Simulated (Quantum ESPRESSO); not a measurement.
**Au under changes of volume**

One of the cells (16.855 Å³/atom); the others are scaled copies at fixed shape and fractional positions:

```
CELL_PARAMETERS angstrom
0.00000 2.03500 2.03500
2.03500 0.00000 2.03500
2.03500 2.03500 0.00000
ATOMIC_POSITIONS crystal
Au 0.00000 0.00000 0.00000
```

```yaml
Program: Quantum ESPRESSO 7.5
Functional: LDA
Potentials_or_basis: GBRV 1.5 LDA
Cutoff: 612 eV
Density_cutoff: 4898 eV
k_mesh: 11 × 11 × 11
Occupations: fermi-dirac, width 0.05 eV
Spin: no spin polarisation
```

```tsv
volume (Å³/atom)	energy over the lowest point (meV/atom)	pressure (GPa)
15.843	20.74	9.6
16.181	5.51	4.6
16.518	0.00	0.3
16.855	?	?
17.192	13.63	-6.8
17.529	30.77	-9.7
17.866	53.55	-12.2
```

Task: What does the run at 16.855 Å³/atom give?

Result: Energy over the lowest point 3.03 meV/atom; pressure -3.5 GPa.

Worked out: A Birch-Murnaghan fit of order 3 (a polynomial in V^(-2/3)) to the other rows has its minimum at 16.56 Å³/atom with B0 = V·E''(V) = 196 GPa and B' = 5.5. It gives 3.09 meV/atom at 16.855 Å³/atom, against the run's 3.03, and -dE/dV = -3.3 GPa, against -3.5.

Energies are extrapolated to zero smearing.
